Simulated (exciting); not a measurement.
# Bi (Im-3m) in exciting: single point with PBEsol

Aim: the single point of Bi with PBEsol.

All numbers are computed with exciting (release sodium); they aren't measurements. Logs are shortened: lines on timing, memory, paths and dates and some standing lists are left out, and cuts for length are marked.

## Step 1: Starting point

Symmetry: Im-3m, No. 229, cubic system. Conventional cell: a = 3.963 Å, b = 3.963 Å, c = 3.963 Å, α = 90.00°, β = 90.00°, γ = 90.00°. Bi (site symmetry m-3m) has 8 Bi at 3.43 Å as nearest neighbours.

This isn't the form of Bi at room conditions, which is rhombohedral.

## Step 2: Single point, PBEsol

File run_exciting.py:

```python
import subprocess
import xml.etree.ElementTree as ET
from ase.io import read
from ase.units import Bohr

atoms = read("POSCAR")
rmt = {'Bi': 2.3}  # bohr
tasks = """
<groundstate do="fromscratch" ngridk="9 9 9" rgkmax="9" gmaxvr="14" lmaxapw="10" lmaxmat="10" lmaxvr="8" xctype="GGA_PBE_SOL" stype="Methfessel-Paxton 1" swidth="0.00183747" nempty="8" ValenceRelativity="iora*" epsengy="1e-05" epspot="1e-05" maxscl="60" tforce="true" outputlevel="high"/>
"""

root = ET.Element("input")
ET.SubElement(root, "title").text = "Bi"
structure = ET.SubElement(root, "structure", speciespath="./", tshift="false")
crystal = ET.SubElement(structure, "crystal", scale="1.0")
for vector in atoms.cell / Bohr:
    ET.SubElement(crystal, "basevect").text = " ".join(f"{x:.12f}" for x in vector)
symbols = atoms.get_chemical_symbols()
for element in dict.fromkeys(symbols):
    species = ET.SubElement(structure, "species", speciesfile=element + ".xml", rmt=str(rmt[element]))
    for symbol, position in zip(symbols, atoms.get_scaled_positions(wrap=False)):
        if symbol == element:
            ET.SubElement(species, "atom", coord=" ".join(f"{x:.12f}" for x in position))
root.extend(ET.fromstring("<tasks>" + tasks + "</tasks>"))
ET.indent(root)
ET.ElementTree(root).write("input.xml")
subprocess.run(["exciting_smp"], check=True)
```

File POSCAR:

```
Bi
1.0
   -1.9814305318      1.9814305318      1.9814305318
    1.9814305318     -1.9814305318      1.9814305318
    1.9814305318      1.9814305318     -1.9814305318
Bi
1
Direct
    0.0000000000      0.0000000000      0.0000000000
```

Potentials or basis: all-electron LAPW+lo, shipped species files, valence relativity iora*.

Launch:

```console
$ OMP_NUM_THREADS=1 python run_exciting.py
```

Output:

```text
================================================================================
EXCITING SODIUM started
[... 10 lines left out ...]

 Lattice vectors (cartesian) :
     -3.7443610425      3.7443610425      3.7443610425
      3.7443610425     -3.7443610425      3.7443610425
      3.7443610425      3.7443610425     -3.7443610425

 Reciprocal lattice vectors (cartesian) :
     -0.0000000000      0.8390196933      0.8390196933
      0.8390196933     -0.0000000000      0.8390196933
      0.8390196933      0.8390196933     -0.0000000000

 Unit cell volume                           :     209.9873561030
 Brillouin zone volume                      :       1.1812626153

 Species :    1 (Bi)
     parameters loaded from                 :    Bi.xml
     name                                   :    bismuth
     nuclear charge                         :     -83.00000000
     electronic charge                      :      83.00000000
     atomic mass                            :  380947.92830000
     muffin-tin radius                      :       2.30000000
     # of radial points in muffin-tin       :     450

     atomic positions (lattice) :
       1 :   0.00000000  0.00000000  0.00000000

 Total number of atoms per unit cell        :       1

 Spin treatment                             :    spin-unpolarised

 Number of Bravais lattice symmetries       :      48
 Number of crystal symmetries               :      48

 k-point grid                               :       9    9    9
 Total number of k-points                   :      35
 k-point set is reduced with crystal symmetries

 R^MT_min * |G+k|_max (rgkmax)              :       9.00000000
 Species with R^MT_min                      :       1 (Bi)
 Maximum |G+k| for APW functions            :       3.91304348
 Maximum |G| for potential and density      :      14.00000000
 Polynomial order for pseudochg. density    :       9

 G-vector grid sizes                        :      30    30    30
 Total number of G-vectors                  :    9861

 Maximum angular momentum used for
     APW functions                          :      10
     computing H and O matrix elements      :      10
     potential and density                  :       8
     inner part of muffin-tin               :       2

 Total nuclear charge                       :     -83.00000000
 Total electronic charge                    :      83.00000000
 Total core charge                          :      68.00000000
 Total valence charge                       :      15.00000000

 Effective Wigner radius, r_s               :       0.84529600

 Number of empty states                     :       8
 Total number of valence states             :      16

 Maximum Hamiltonian size                   :     242
 Maximum number of plane-waves              :     228
 Total number of local-orbitals             :      14

 Exchange-correlation type                  :      22
     PBEsol, Phys. Rev. Lett. 100, 136406 (2008)
     Generalised gradient approximation (GGA)

 Smearing scheme                            :    Methfessel-Paxton order 1, Phys. Rev. B 40, 3616 (1989)
 Smearing width                             :       0.00183747

 Using multisecant Broyden potential mixing
[... 6 lines left out ...]
* Groundstate module started                                                   *
********************************************************************************
 Output level for this task is set to high

++++++++++++++++++++++++++++++++++++++++++++++++++++++++++++++++++++++++++++++++
[... 5 lines left out ...]
+ SCF iteration number :    1                                                  +
++++++++++++++++++++++++++++++++++++++++++++++++++++++++++++++++++++++++++++++++
 Total energy                               :    -21571.01705176
 _______________________________________________________________
 Fermi energy                               :         0.30029580
 Kinetic energy                             :     25240.21487565
 Coulomb energy                             :    -46418.33629539
 Exchange energy                            :      -387.15956325
 Correlation energy                         :        -5.73606878
 Sum of eigenvalues                         :    -13364.50612155
 Effective potential energy                 :    -38604.72099720
 Coulomb potential energy                   :    -38087.09971099
 xc potential energy                        :      -517.62128621
 Hartree energy                             :      6862.78460046
 Electron-nuclear energy                    :    -51812.66891191
 Nuclear-nuclear energy                     :     -1468.45198394
 Madelung energy                            :    -27374.78643989
 Core-electron kinetic energy               :         0.00000000

 DOS at Fermi energy (states/Ha/cell)       :        39.33758583

 Electron charges :
     core                                   :        68.00000000
     core leakage                           :         0.00816426
     valence                                :        15.00000000
     interstitial                           :         3.26000041
     charge in muffin-tin spheres :
                  atom     1    Bi          :        79.73999959
     total charge in muffin-tins            :        79.73999959
     total charge                           :        83.00000000
[... 340 lines left out ...]
 Kinetic energy                             :     25236.35804752
 Coulomb energy                             :    -46419.24569818
 Exchange energy                            :      -387.20944614
 Correlation energy                         :        -5.73662452
 Sum of eigenvalues                         :    -13367.24320288
 Effective potential energy                 :    -38603.60125040
 Coulomb potential energy                   :    -38085.91301599
 xc potential energy                        :      -517.68823442
 Hartree energy                             :      6864.88069826
 Electron-nuclear energy                    :    -51815.67441251
 Nuclear-nuclear energy                     :     -1468.45198394
 Madelung energy                            :    -27376.28919019
 Core-electron kinetic energy               :         0.00000000

 DOS at Fermi energy (states/Ha/cell)       :        39.84197380

 Electron charges :
     core                                   :        68.00000000
     core leakage                           :         0.00802225
     valence                                :        15.00000000
     interstitial                           :         3.23222165
     charge in muffin-tin spheres :
                  atom     1    Bi          :        79.76777835
     total charge in muffin-tins            :        79.76777835
     total charge                           :        83.00000000

 RMS change in effective potential (target) :  0.965185E-08  ( 0.100000E-04)
 Absolute change in total energy   (target) :  0.294735E-05  ( 0.100000E-04)
 Charge distance                   (target) :  0.222123E-08  ( 0.100000E-04)
 Abs. change in max-nonIBS-force   (target) :   0.00000      ( 0.500000E-04)

++++++++++++++++++++++++++++++++++++++++++++++++++++++++++++++++++++++++++++++++
| Convergency criteria checked for the last 2 iterations                       +
| Convergence targets achieved. Performing final SCF iteration                 +
++++++++++++++++++++++++++++++++++++++++++++++++++++++++++++++++++++++++++++++++
 Total energy                               :    -21575.83372406
 _______________________________________________________________
 Fermi energy                               :         0.28435195
 Kinetic energy                             :     25236.35804618
 Coulomb energy                             :    -46419.24569952
 Exchange energy                            :      -387.20944620
 Correlation energy                         :        -5.73662451
 Sum of eigenvalues                         :    -13367.24320303
 Effective potential energy                 :    -38603.60124921
 Coulomb potential energy                   :    -38085.91301471
 xc potential energy                        :      -517.68823449
 Hartree energy                             :      6864.88070087
 Electron-nuclear energy                    :    -51815.67441646
 Nuclear-nuclear energy                     :     -1468.45198394
 Madelung energy                            :    -27376.28919217
 Core-electron kinetic energy               :         0.00000000

 DOS at Fermi energy (states/Ha/cell)       :        39.84194914

 Electron charges :
     core                                   :        68.00000000
     core leakage                           :         0.00802225
     valence                                :        15.00000000
     interstitial                           :         3.23222157
     charge in muffin-tin spheres :
                  atom     1    Bi          :        79.76777843
     total charge in muffin-tins            :        79.76777843
     total charge                           :        83.00000000

++++++++++++++++++++++++++++++++++++++++++++++++++++++++++++++++++++++++++++++++
+ Self-consistent loop stopped                                                 +
++++++++++++++++++++++++++++++++++++++++++++++++++++++++++++++++++++++++++++++++
 STATE.OUT is written

--------------------------------------------------------------------------------
- Writing atomic positions and forces                                          -
--------------------------------------------------------------------------------

 Atomic positions (lattice) :
 atom     1  Bi  :     0.00000000    0.00000000    0.00000000

 Total atomic forces including IBS (cartesian) :
 atom     1  Bi  :     0.00000000    0.00000000    0.00000000

 Atomic force components including IBS (cartesian) :
 atom     1  Bi  :     0.00000000    0.00000000    0.00000000   HF force
                 :     0.00000000    0.00000000    0.00000000   core correction
                 :     0.00000000    0.00000000    0.00000000   IBS correction

********************************************************************************
* Groundstate module stopped                                                   *
********************************************************************************

================================================================================
| EXCITING SODIUM stopped                                                      =
================================================================================
```

Run time: 31 s. Hardware: 1 thread of Arm Neoverse V1, shared host; peak memory 0.1 GiB.

What came out:

```yaml
Free_energy: -587108.3456 eV
Band_gap_on_the_k_mesh: none (metal or under the smearing width)
All_electrons_inside_the_program's_atomic_spheres: Bi 79.77 (radii Bi 2.3 bohr)
```

Levels at points of the mesh, in eV from the Fermi level:
| k point | band 5 | band 6 | band 7 | band 8 | band 9 | band 10 |
| --- | --- | --- | --- | --- | --- | --- |
| (0.00, 0.00, 0.00) | -22.79 | -13.54 | 5.11 | 5.11 | 5.11 | 9.12 |

Caveat: the log's total energy holds no entropy term; the free energy is that total less TS from the occupations; spin-orbit coupling is left out, which moves the levels of the heavy elements.
